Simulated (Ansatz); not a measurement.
**How far is PAW off for As?**

```
As
1.0
     2.72930    0.00000    0.00000
     0.00000    2.72930    0.00000
     0.00000    0.00000    2.72930
As
1
Direct
  0.00000 0.00000 0.00000
```

The structure comes from a relaxation in the same program, started in the sc type, and has space group Pm-3m. Whether it is a known phase or the ground state wasn't checked.

All numbers are computed: DFT, PBEsol, PAW with Ansatz's default frozen-core files, scalar-relativistic (Ansatz 0.2.0); DFT, PBEsol, all-electron LAPW, scalar-relativistic (Ansatz 0.2.0).

For PAW: a Γ-centred 13×13×13 k mesh, Fermi–Dirac smearing of 0.03 eV, cutoff 420 eV, no spin polarisation; the PAW files were made with PBE, and the program remakes their frozen cores for this functional. LAPW targets a basis error of 0.5 meV/atom. The Ansatz runs share mesh, smearing and spin set-up. Plane-wave (PAW) pressures include the program's estimate of the Pulay term.

Stress and pressure are positive in compression.

Levels count from the Fermi level.

```
                      quantity      PAW     LAPW
                pressure (GPa)    -3.58    -3.57
highest filled level at X (eV)   -6.825   -6.824
  lowest empty level at X (eV)    6.143    6.143
highest filled level at R (eV)   -1.850   -1.850
  lowest empty level at R (eV)    5.885    5.885
highest filled level at Γ (eV)  -14.829  -14.827
  lowest empty level at Γ (eV)    3.945    3.946
```
